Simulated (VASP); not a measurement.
A run of VASP 6.6.1:

File INCAR:

```
SYSTEM = CdSe
PREC = Accurate
ENCUT = 520
EDIFF = 1E-6
ISMEAR = 0
SIGMA = 0.02
LREAL = .False.
LASPH = .True.
NELM = 100
ALGO = Normal
ISIF = 2
LWAVE = .False.
LCHARG = .False.
NBANDS = 16
```

The input KPOINTS:

```
Automatic mesh
0
Gamma
  10 10 10
  0 0 0
```

The input POSCAR:

```
CdSe
1.0
    0.0000000000      3.0984146730      3.0984146730
    3.0984146730      0.0000000000      3.0984146730
    3.0984146730      3.0984146730      0.0000000000
Cd Se
1 1
Direct
    0.0000000000      0.0000000000      0.0000000000
    0.7500000000      0.7500000000      0.7500000000
```

Potentials or basis: VASP PAW LDA potentials, release 64 (Cd, Se).

The run is started by

```sh
$ cat potpaw_LDA.64/Cd/POTCAR potpaw_LDA.64/Se/POTCAR > POTCAR
$ mpirun -np 1 vasp_std > vasp.out
```

Hardware: 1 thread of Intel(R) Xeon(R) Platinum 8259CL CPU @ 2.50GHz (Skylake/Cascade Lake), with other jobs on the host.

Q: Estimate the wall time of this run.

A: Run time: 33 s on 1 thread of Intel(R) Xeon(R) Platinum 8259CL CPU @ 2.50GHz (Skylake/Cascade Lake) (shared host), peak memory 0.19 GiB. Counts: scf iterations 12, k points 47.
